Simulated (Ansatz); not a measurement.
## Mg_i (6-fold void) in MgH2 (Pbcn): charge-transition levels and formation energies

Wanted: the transition levels of a self-interstitial in MgH2 (Pbcn), from a cell of 72 host atoms with 1 Mg put in.

Calculated with Ansatz 0.2.0; place-levels on r2SCAN runs: charge-transition levels and formation energies with image-charge correction and potential alignment at the atomic sites.

### Step 1. The starting structure

The cell holds 73 atoms: 25 Mg and 48 H. Its edges and angles: a = 10.459 Å, b = 7.016 Å, c = 9.804 Å, α = 90.0°, β = 90.0°, γ = 98.6°. It derives from MgH2 (space group Pbcn). Nearest the centre at fractional (0.291, 0.583, 0.375): Mg73 at 0.00 Å, H19 at 1.94 Å, H16 at 1.94 Å, H25 at 1.95 Å, H35 at 1.95 Å, H13 at 2.03 Å, H59 at 2.03 Å, Mg1 at 2.25 Å.

As a file:

```xyz
73
Lattice="8.9564 5.4014 0.0000 -4.4782 5.4014 0.0000 0.0000 0.0000 9.8039" Properties=species:S:1:pos:R:3 pbc="T T T"
Mg   -2.2391    4.5050    3.6765
Mg    2.2391    4.5050    3.6765
Mg    6.7173    4.5050    3.6765
Mg    0.0000    3.5971    1.2255
Mg    4.4782    3.5971    1.2255
Mg    4.4782    8.9985    1.2255
Mg   -2.2391    6.2978    1.2255
Mg    2.2391    6.2978    1.2255
Mg    6.7173    6.2978    1.2255
Mg    0.0000    1.8043    3.6765
Mg    0.0000    7.2057    3.6765
Mg    4.4782    7.2057    3.6765
H    -1.2181    4.8077    2.0577
H     3.2601    4.8077    2.0577
H     7.7383    4.8077    2.0577
H     1.0210    3.2944    2.8442
H     1.0210    8.6958    2.8442
H     5.4992    8.6958    2.8442
H    -1.0210    3.2944    4.5087
H     3.4572    3.2944    4.5087
H     3.4572    8.6958    4.5087
H    -3.2601    4.8077    0.3932
H     1.2181    4.8077    0.3932
H     5.6963    4.8077    0.3932
H    -1.2181    5.9951    4.5087
H     3.2601    5.9951    4.5087
H     7.7383    5.9951    4.5087
H     1.0210    2.1070    0.3932
H     1.0210    7.5084    0.3932
H     5.4992    7.5084    0.3932
H    -1.0210    2.1070    2.0577
H     3.4572    2.1070    2.0577
H     3.4572    7.5084    2.0577
H    -3.2601    5.9951    2.8442
H     1.2181    5.9951    2.8442
H     5.6963    5.9951    2.8442
Mg   -2.2391    4.5050    8.5785
Mg    2.2391    4.5050    8.5785
Mg    6.7173    4.5050    8.5785
Mg    0.0000    3.5971    6.1275
Mg    4.4782    3.5971    6.1275
Mg    4.4782    8.9985    6.1275
Mg   -2.2391    6.2978    6.1275
Mg    2.2391    6.2978    6.1275
Mg    6.7173    6.2978    6.1275
Mg    0.0000    1.8043    8.5785
Mg    0.0000    7.2057    8.5785
Mg    4.4782    7.2057    8.5785
H    -1.2181    4.8077    6.9597
H     3.2601    4.8077    6.9597
H     7.7383    4.8077    6.9597
H     1.0210    3.2944    7.7462
H     1.0210    8.6958    7.7462
H     5.4992    8.6958    7.7462
H    -1.0210    3.2944    9.4107
H     3.4572    3.2944    9.4107
H     3.4572    8.6958    9.4107
H    -3.2601    4.8077    5.2952
H     1.2181    4.8077    5.2952
H     5.6963    4.8077    5.2952
H    -1.2181    5.9951    9.4107
H     3.2601    5.9951    9.4107
H     7.7383    5.9951    9.4107
H     1.0210    2.1070    5.2952
H     1.0210    7.5084    5.2952
H     5.4992    7.5084    5.2952
H    -1.0210    2.1070    6.9597
H     3.4572    2.1070    6.9597
H     3.4572    7.5084    6.9597
H    -3.2601    5.9951    7.7462
H     1.2181    5.9951    7.7462
H     5.6963    5.9951    7.7462
Mg    0.0000    4.7226    3.6765
```

Known beforehand: the electronic dielectric constant, (4.21, 4.31, 4.31), and the static one, (11.71, 11.32, 11.39), computed on the host (DFPT, PBEsol).

The cell's shortest repeat is 7.0 Å.

### Step 2. Charge states

A transition level is the Fermi level at which two charge states cost the same, so each charge needs its own total energy, at its own relaxed structure.

Each atom starts 0.05 Å or so off its site in a random direction. Forces are taken at the zone centre alone. The cell holds 1 electron more than the neutral one, with a uniform background that keeps it neutral on the whole. The electron count is odd, so at least one spin is unpaired; this run locks the moment at 1 μB.

One of the inputs; charge, spin and start change from state to state.

qm1_M1.relax/input.yaml reads:

```yaml
crystal:
  lattice:
    - [8.95639271, 5.4013991, 0.0]
    - [-4.47819636, 5.4013991, 0.0]
    - [0.0, 0.0, 4.90197395]
  atoms:
    - { symbol: Mg, position: [0.11134918, 0.72269836, 0.75] }
    - { symbol: Mg, position: [0.44468251, 0.38936502, 0.75] }
    - { symbol: Mg, position: [0.77801585, 0.05603169, 0.75] }
    - { symbol: Mg, position: [0.22198415, 0.44396831, 0.25] }
    - { symbol: Mg, position: [0.55531749, 0.11063498, 0.25] }
    - { symbol: Mg, position: [0.88865082, 0.77730164, 0.25] }
    - { symbol: Mg, position: [0.22198415, 0.94396831, 0.25] }
    - { symbol: Mg, position: [0.55531749, 0.61063498, 0.25] }
    - { symbol: Mg, position: [0.88865082, 0.27730164, 0.25] }
    - { symbol: Mg, position: [0.11134918, 0.22269836, 0.75] }
    - { symbol: Mg, position: [0.44468251, 0.88936502, 0.75] }
    - { symbol: Mg, position: [0.77801585, 0.55603169, 0.75] }
    - { symbol: H, position: [0.2060236, 0.68405285, 0.41977798] }
    - { symbol: H, position: [0.53935693, 0.35071952, 0.41977798] }
    - { symbol: H, position: [0.87269026, 0.01738618, 0.41977798] }
    - { symbol: H, position: [0.27930597, 0.33061759, 0.58022202] }
    - { symbol: H, position: [0.6126393, 0.99728425, 0.58022202] }
    - { symbol: H, position: [0.94597263, 0.66395092, 0.58022202] }
    - { symbol: H, position: [0.12730974, 0.48261382, 0.91977798] }
    - { symbol: H, position: [0.46064307, 0.14928048, 0.91977798] }
    - { symbol: H, position: [0.7939764, 0.81594715, 0.91977798] }
    - { symbol: H, position: [0.05402737, 0.83604908, 0.08022202] }
    - { symbol: H, position: [0.3873607, 0.50271575, 0.08022202] }
    - { symbol: H, position: [0.72069403, 0.16938241, 0.08022202] }
    - { symbol: H, position: [0.27930597, 0.83061759, 0.91977798] }
    - { symbol: H, position: [0.6126393, 0.49728425, 0.91977798] }
    - { symbol: H, position: [0.94597263, 0.16395092, 0.91977798] }
    - { symbol: H, position: [0.2060236, 0.18405285, 0.08022202] }
    - { symbol: H, position: [0.53935693, 0.85071952, 0.08022202] }
    - { symbol: H, position: [0.87269026, 0.51738618, 0.08022202] }
    - { symbol: H, position: [0.05402737, 0.33604908, 0.41977798] }
    - { symbol: H, position: [0.3873607, 0.00271575, 0.41977798] }
    - { symbol: H, position: [0.72069403, 0.66938241, 0.41977798] }
    - { symbol: H, position: [0.12730974, 0.98261382, 0.58022202] }
    - { symbol: H, position: [0.46064307, 0.64928048, 0.58022202] }
    - { symbol: H, position: [0.7939764, 0.31594715, 0.58022202] }
  supercell: [1, 1, 2]
  defects:
    - { interstitial: { symbol: Mg, position: [0.29144, 0.582881, 0.375] } }
total_charge: -1
basis:
  ecutwfc: 500
  xc_grid: 2
hamiltonian:
  xc: r2scan
kpoints:
  mp_grid: { grid: [1, 1, 1] }
magnetization:
  spin_polarized: true
  initial_magnetization: 1
  spin_locking: { lock_magnetization: hard }
scf:
  occupations: { method: fixed }
  max_iter: 60
output:
  forces: true
  charged_corrections:
    epsilon: [4.21, 4.31, 4.31]
    static_epsilon: [11.71, 11.32, 11.39]
relax:
  f_tol: 0.02
  max_steps: 80
  random_displacement: { amplitude: 0.05, seed: 462 }
checkpoint:
  write: "../qm1_M1.relax.run"
  compress: false
  write_wavefunctions: true
  write_every: 100000
```

Run with:

```
ansatz run input.yaml --threads 4 --pin off --max-ram 6594MiB --backend cpu --events-out ev --progress --plain --runs-dir out
```

The run of this state that the levels use, under r2SCAN:

qm1_M1.point/input.yaml reads:

```yaml
crystal:
  checkpoint: "../qm1_M1.relax.run"
  host: checkpoint
total_charge: -1
basis:
  ecutwfc: 500
  xc_grid: 2
hamiltonian:
  xc: r2scan
kpoints:
  mp_grid: { grid: [1, 1, 1] }
magnetization:
  spin_polarized: true
  initial_magnetization: 1
  spin_locking: { lock_magnetization: hard }
scf:
  occupations: { method: fixed }
  max_iter: 60
output:
  forces: true
  eigenvalues: true
  charged_corrections:
    epsilon: [4.21, 4.31, 4.31]
    static_epsilon: [11.71, 11.32, 11.39]
    defect_position: [0.29144, 0.582881, 0.375]
  eigenstates: { localisation: true }
  populations: true
  efg: {}
checkpoint:
  read: "../qm1_M1.relax.run"
  write: "../qm1_M1.point.run"
  compress: false
  write_wavefunctions: false
  write_every: 100000
```

Relaxations under r2SCAN at the zone centre alone; times on 4 threads of AMD EPYC 9R45, shared host:

| charge | moment (μB) | occupations | outcome | steps | largest displacement against the far atoms (Å) | time |
| --- | --- | --- | --- | --- | --- | --- |
| −1 | 1 | fixed | converged | 10 | 0.56 | 54 s |
| 0 | 0 | fixed | converged | 8 | 0.55 | 19 s |
| +1 | 1 | fixed | converged | 6 | 0.53 | 36 s |
| +2 | 0 | fixed | converged | 6 | 0.49 | 13 s |

Single points under r2SCAN at the zone centre alone; times on 4 threads of AMD EPYC 9R45, shared host:

| charge | moment (μB) | occupations | outcome | time |
| --- | --- | --- | --- | --- |
| −1 | 1 | fixed | converged | 9.4 s |
| 0 | 0 | fixed | converged | 1.9 s |
| +1 | 1 | fixed | converged | 9.5 s |
| +2 | 0 | fixed | converged | 1.8 s |

Distances (Å) from Mg73 to the nearest atoms after relaxation with r2SCAN:

| charge | moment (μB) | 1. | 2. | 3. | 4. | 5. | 6. |
| --- | --- | --- | --- | --- | --- | --- | --- |
| −1 | 1 | H 1.90 | H 1.90 | H 1.92 | H 1.92 | H 1.93 | H 1.93 |
| 0 | 0 | H 1.88 | H 1.89 | H 1.91 | H 1.91 | H 1.93 | H 1.94 |
| +1 | 1 | H 1.87 | H 1.88 | H 1.90 | H 1.90 | H 1.91 | H 1.93 |
| +2 | 0 | H 1.87 | H 1.88 | H 1.90 | H 1.90 | H 1.90 | H 1.92 |

### Step 3. place-levels, r2SCAN

A charged cell interacts with its images and the background, and its potential has another zero than the host's. place-levels removes the first by a point-charge model, screened by the static dielectric constant since the ions have relaxed around the charge, and the second by comparing potentials at atoms far from the defect.

The host is a run of the defect-free crystal in the same cutoffs, grids and k-points, so that basis and sampling errors cancel in part in the differences. The host is run in a cell of 36 atoms on a matching mesh. Its band edges are searched through the zone by a band path, so the gap is smaller than, or equal to, that on the mesh. Chemical potentials are energies per atom of Mg (hcp), run with the same functional and cutoff.

levels.point.yaml reads:

```yaml
host:
  run: host.point.run
states: [qm1_M1.point.run, q0.point.run, qp1_M1.point.run, qp2.point.run]
geometry_from:
  qm1_M1.point.run: qm1_M1.relax.run
  q0.point.run: q0.relax.run
  qp1_M1.point.run: qp1_M1.relax.run
  qp2.point.run: qp2.relax.run
  host.point.run: host.relax.run
chemical_potentials:
  Mg:
    energy: -1926.408907
    dataset: "<sha256 of the dataset>"
```

Run with:

```
ansatz place-levels levels.point.yaml -- --threads 4 --pin off --max-ram 6594MiB
```

What it wrote:

```text
[... repeated set-up lines and file paths are left out, and long positions are rounded to six places ...]
(+2/+1) 3.559 eV above the valence edge, 0.742 eV under the conduction edge
(+1/0) 3.942 eV above the valence edge, 0.359 eV under the conduction edge
(0/-1) 4.499 eV above the valence edge, in the conduction band
formation energy of charge +2: -3.598 eV with the Fermi level at the valence edge
formation energy of charge +1: -0.039 eV with the Fermi level at the valence edge
formation energy of charge 0: +3.904 eV with the Fermi level at the valence edge
formation energy of charge -1: +8.403 eV with the Fermi level at the valence edge
  edges by r2scan, gap 4.301 eV; the host is sampled to repeats of 7.02 Å
  the defect's cells are sampled to repeats of 7.02 Å, like sampling
  charge +2: -48953.6210 eV with its correction of +1.162 eV, at epsilon [11.71, 11.32, 11.39], aligned at sites: +0.2003 eV, mean over 56 atomic sites at or beyond 3.51 Å from the defect at [0.2914, 0.5829, 0.3750], with -0.019962 for the charge's moments [...]
  charge +1: -48948.1559 eV with its correction of +0.399 eV, at epsilon [11.71, 11.32, 11.39], aligned at sites: +0.2084 eV, mean over 56 atomic sites at or beyond 3.51 Å from the defect at [0.2914, 0.5829, 0.3750], with -0.018120 for the charge's moments [...]
  charge 0: +0.000 eV for its dipole among its images, +0.000 omitted
  charge -1: -48935.9030 eV with its correction of -0.051 eV, at epsilon [11.71, 11.32, 11.39], aligned at sites: +0.2412 eV, mean over 56 atomic sites at or beyond 3.51 Å from the defect at [0.2914, 0.5829, 0.3750], with -0.028022 for the charge's moments [...]
  of states[3] (qp2.point.run): how wide its charge is, is not read beside other atoms or cores, and a band state would take no correction. [...]
  of states[2] (qp1_M1.point.run): how wide its charge is, is not read beside other atoms or cores, and a band state would take no correction. [...]
  of states[1] (q0.point.run): its only k-point is the zone centre, where a defect's energies can be off by tenths of an eV or more: see "From the zone centre to a mesh" in the quickstart; [...]
  of states[0] (qm1_M1.point.run): how wide its charge is, is not read beside other atoms or cores, and a band state would take no correction. [...]
```

Wall time 0.18 s (4 threads of AMD EPYC 9R45, shared host).

Under r2SCAN the gap is 4.30 eV, (+2/+1) 3.56, (+1/0) 3.94, (0/−1) 4.50 (outside the gap) eV.

Levels between the charges placed, in eV above the valence top:

|  | gap (eV) | (+2/+1) | (+1/0) | (0/−1) |
| --- | --- | --- | --- | --- |
| r2SCAN | 4.30 | 3.56 | 3.94 | 4.50 |

Corrections by state:

| charge | moment (μB) | image terms and alignment (eV) | band filling (eV) | ε used | over the lowest of its charge, as the program ranks them, band filling apart (eV) |
| --- | --- | --- | --- | --- | --- |
| +2 | 0.0 | 1.162 | - | principal values (11.32, 11.39, 11.71) | 0.000 |
| +1 | 1.0 | 0.399 | - | principal values (11.32, 11.39, 11.71) | 0.000 |
| 0 | 0.0 | 0.000 | - | - | 0.000 |
| −1 | 1.0 | -0.051 | - | principal values (11.32, 11.39, 11.71) | 0.000 |

From the program's caveats on the states, each cut to its opening words:

- charge +2, +1 (1 μB), −1 (1 μB): how wide its charge is, is not read beside other atoms or cores, and a band state would take no correction
- charge +2, +1 (1 μB), 0, −1 (1 μB): its only k-point is the zone centre, where a defect's energies can be off by tenths of an eV or more
- charge +2: its alignment with the host at atomic sites is doubtful: the mean over the far sites moves by -0.0782 eV from their farther parts to their nearer, more than [...]
- charge +2, +1 (1 μB): its displacements don't fall off away from the defect: farther atoms stand 0.063 Å off the host's places
- charge +1 (1 μB): its alignment with the host at atomic sites is doubtful: the mean over the far sites moves by -0.0975 eV from their farther parts to their nearer, more than [...]
- charge +1 (1 μB), −1 (1 μB): flagged: stability check not made
- charge 0: its alignment with the host at atomic sites is doubtful: the mean over the far sites moves by -0.1097 eV from their farther parts to their nearer, more than [...]
- charge 0: its displacements don't fall off away from the defect: farther atoms stand 0.068 Å off the host's places
- charge −1 (1 μB): its alignment with the host at atomic sites is doubtful: the mean over the far sites moves by -0.1199 eV from their farther parts to their nearer, more than [...]

The host's formation energy from the elements is -0.262 eV per atom; it sets how far the chemical potentials can move.

Limit set by the element alone; other compounds of these elements are not counted. Chemical potentials from the elements' reference states: H 0.00 eV, Mg -0.79 eV. Formation energies (H-rich), with the Fermi level at the valence top and at the conduction bottom (gap 4.30 eV):

| charge | at valence top (eV) | at conduction bottom (eV) | correction included (eV) |
| --- | --- | --- | --- |
| +2 | -2.81 | 5.79 | 1.16 |
| +1 | 0.75 | 5.05 | 0.40 |
| 0 | 4.69 | 4.69 | 0.00 |
| −1 | 9.19 | 4.89 | -0.05 |

(Fermi level (eV), lowest formation energy (eV)): (0.00, -2.81), (0.39, -2.03), (0.78, -1.25), (1.17, -0.47), (1.56, 0.31), (1.95, 1.10), (2.35, 1.88), (2.74, 2.67), (3.13, 3.45), (3.52, 4.23), (3.91, 4.66), (4.30, 4.69)

Limit set by the element alone; other compounds of these elements are not counted. Chemical potentials from the elements' reference states: Mg 0.00 eV, H -0.39 eV. Formation energies (Mg-rich), with the Fermi level at the valence top and at the conduction bottom (gap 4.30 eV):

| charge | at valence top (eV) | at conduction bottom (eV) | correction included (eV) |
| --- | --- | --- | --- |
| +2 | -3.60 | 5.00 | 1.16 |
| +1 | -0.04 | 4.26 | 0.40 |
| 0 | 3.90 | 3.90 | 0.00 |
| −1 | 8.40 | 4.10 | -0.05 |

(Fermi level (eV), lowest formation energy (eV)): (0.00, -3.60), (0.39, -2.82), (0.78, -2.04), (1.17, -1.25), (1.56, -0.47), (1.95, 0.31), (2.35, 1.10), (2.74, 1.88), (3.13, 2.66), (3.52, 3.44), (3.91, 3.87), (4.30, 3.90)

### Step 4. Placing the levels, LDA

LDA on the same structure is run to see how far the result rests on the functional, though not on the errors that semilocal functionals share.

qm1_M1.lda/input.yaml reads:

```yaml
crystal:
  checkpoint: "../qm1_M1.relax.run"
  host: checkpoint
total_charge: -1
basis:
  ecutwfc: 420
  xc_grid: 2
hamiltonian:
  xc: lda
kpoints:
  mp_grid: { grid: [1, 1, 1] }
magnetization:
  spin_polarized: true
  initial_magnetization: 1
  spin_locking: { lock_magnetization: hard }
scf:
  occupations: { method: fermi_dirac, width: 0.01 }
  max_iter: 60
output:
  forces: true
  eigenvalues: true
  charged_corrections:
    epsilon: [4.21, 4.31, 4.31]
    static_epsilon: [11.71, 11.32, 11.39]
    defect_position: [0.29144, 0.582881, 0.375]
checkpoint:
  write: "../qm1_M1.lda.run"
  compress: false
  write_wavefunctions: false
  write_every: 100000
```

It took 3.3 s on 4 threads; peak memory 1.1 GiB; 12 s of CPU time.

levels.lda.yaml reads:

```yaml
host:
  run: host.lda.run
states: [qm1_M1.lda.run, q0.lda.run, qp1_M1.lda.run, qp2.lda.run]
geometry_from:
  qm1_M1.lda.run: qm1_M1.relax.run
  q0.lda.run: q0.relax.run
  qp1_M1.lda.run: qp1_M1.relax.run
  qp2.lda.run: qp2.relax.run
  host.lda.run: host.relax.run
chemical_potentials:
  Mg:
    energy: -1901.605549
    dataset: "<sha256 of the dataset>"
```

Run with:

```
ansatz place-levels levels.lda.yaml -- --threads 4 --pin off --max-ram 6594MiB
```

What it wrote:

```text
(+2/+1) 2.690 eV above the valence edge, 0.602 eV under the conduction edge
(+1/0) 2.992 eV above the valence edge, 0.301 eV under the conduction edge
(0/-1) 3.499 eV above the valence edge (+3.621 eV without the band-filling correction), in the conduction band
formation energy of charge +2: -3.062 eV with the Fermi level at the valence edge
formation energy of charge +1: -0.372 eV with the Fermi level at the valence edge
formation energy of charge 0: +2.620 eV with the Fermi level at the valence edge
formation energy of charge -1: +6.118 eV with the Fermi level at the valence edge
  edges by lda, gap 3.292 eV; the host is sampled to repeats of 7.02 Å
[... the lines on each state left out ...]
```

Elapsed: 0.2 s, on 4 threads.

Under LDA the gap is 3.29 eV, (+2/+1) 2.69, (+1/0) 2.99, (0/−1) 3.50 (outside the gap) (with band filling) eV; the stage before (r2SCAN) gave a gap of 4.30 eV and levels within 1.00 eV of these.

### Step 5. Cost and result

Levels between neighbouring charges, in eV above each run's own valence top:

|  | gap (eV) | (+2/+1) | (+1/0) | (0/−1) | CPU time a state at this stage (restarts are quicker than cold starts) |
| --- | --- | --- | --- | --- | --- |
| r2SCAN, zone centre alone | 4.30 | 3.56 | 3.94 | 4.50 | 21 s |
| LDA on r2SCAN structures, zone centre alone | 3.29 | 2.69 | 2.99 | 3.50 | 7.8 s |

### Step 6. Results

```yaml
gap_of_the_host: 4.30 eV (r2SCAN)
level_plus_2_plus_1: 3.56 eV above the valence top
level_plus_1_over_0: 3.94 eV above the valence top
level_0_minus_1: 4.50 eV above the valence top, past the conduction bottom
lowest_of_the_charges_placed_just_above_the_valence_top_0p02_ev: +2
lowest_of_the_charges_placed_just_below_the_conduction_bottom_0p02_ev: 0
lowest_formation_energy_at_mid_gap_of_the_charges_run_h_rich: 1.49 eV
lowest_formation_energy_at_mid_gap_of_the_charges_run_mg_rich: 0.70 eV
```

**Reading.** Of the charges placed (−1, 0, +1 and +2), the lowest changes at 3.56 eV (+2/+1) and 3.94 eV (+1/0) above the valence top, in a gap of 4.30 eV. (+2/+1) and (+1/0) lie nearer to a band edge than the share of the finite-size correction in them (0.76 and 0.40 eV), and that correction holds for a localised charge alone. Charges above +2 were not placed, so these runs say nothing of levels that involve them. States placed: +2 at 0 μB; +1 at 1 μB; 0 at 0 μB; −1 at 1 μB. Other spin states or structures, where not listed, weren't placed. The program doubts the alignment of potentials for at least one state, a sign that the cell is small. Limits: sampling at the zone centre alone can move energies of charged and open-shell states by tenths of an eV or more in cells of this size; the images are only 7.0 Å apart; r2SCAN makes the gap too small and tends to spread out bound carriers.

[Logs are printed without paths, hosts, clocks, repeated set-up lines and the standing remarks that a program may print on its own settings, such as how far it seeks lower states.]

[Hosts, paths, dates, database ids (printed as entryN), source tags and the programs' standing remarks are cut or masked in the printed files.]

[Where a table of states has a column of steps, it counts the stored structures, which are thinned; the runs took as many ionic steps or more.]

[A defect's name tells the site on which it was built; relaxed atoms can leave that site.]

[For some hosts the program warned that the k-mesh of the response run may be too coarse for force constants and the static dielectric constant; such warnings are not shown here.]
